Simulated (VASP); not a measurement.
Runs of VASP 6.6.1 on Cu. The cell holds a slab with vacuum, 9 atoms: a = 2.556 Å, b = 2.556 Å, c = 28.460 Å, α = 90.00°, β = 90.00°, γ = 90.00°. 

```csv
level,potentials or basis,gap on the mesh (eV),largest force (eV/Å)
RPBE,"VASP PAW PBE potentials, release 64 (Cu)",none,0.21
PBE,"VASP PAW PBE potentials, release 64 (Cu)",none,0.21
PBEsol,"VASP PAW PBE potentials, release 64 (Cu)",none,0.44
LDA,"VASP PAW LDA potentials, release 64 (Cu)",none,(a)
```

Alike in all rows: task work function; no spin polarisation; cell as given; k mesh 12 × 12 × 1; cutoff (eV) 520; smearing gaussian 0.1 eV.

Task: Estimate the missing entries.

Result: (a) 0.68.

Caveats: the PAW data sets were made with another functional, which shifts forces and pressure a little (some runs).

A gap of «none» marks a metal or a gap under the smearing width.
